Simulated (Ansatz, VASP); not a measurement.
## Two plane-wave programs on SiO2

```
Si O
1.0
     5.08327    0.00000    0.00000
     0.00000    5.08327    0.00000
     0.00000    0.00000    7.09890
Si O
4 8
Direct
  0.70606 0.70606 0.50000
  0.79394 0.20606 0.75000
  0.20606 0.79394 0.25000
  0.29394 0.29394 0.00000
  0.90639 0.75885 0.32570
  0.09361 0.24115 0.82570
  0.75885 0.90639 0.67430
  0.25885 0.59361 0.07570
  0.24115 0.09361 0.17430
  0.40639 0.74115 0.42430
  0.59361 0.25885 0.92430
  0.74115 0.40639 0.57570
```

Alike in both runs: functional PBE; k mesh 6 × 6 × 4; occupations gaussian, width 0.02 eV; no spin polarisation.

Ansatz relaxed the structure, and its values are those at the end. VASP's run is a single point on that final structure, the one shown.

|  | VASP | Ansatz |
| --- | --- | --- |
| version | VASP 6.6.1 | Ansatz 0.2.0 |
| potentials or method | VASP PAW PBE potentials, release 64 (Si, O) | scalar-relativistic, plane waves, PAW |
| plane-wave cutoff (eV) | 520 | 420 |
| valence electrons in the cell | 64 | 64 |

Ansatz gave:

```
gap on the k mesh at the Fermi level (eV) : 5.51
least direct gap on the mesh (eV)         : 5.51
pressure (GPa)                            : 0.0
rms of the force components (eV/Å)        : 0.000
```

**Question.** What did VASP give for the same quantities?

**Answer.** gap on the k mesh at the Fermi level (eV): 5.51; least direct gap on the mesh (eV): 5.51; pressure (GPa): 0.1; rms of the force components (eV/Å): 0.008.

A k mesh can miss the band edges. As with any semilocal functional, this PBE gap is likely too small.
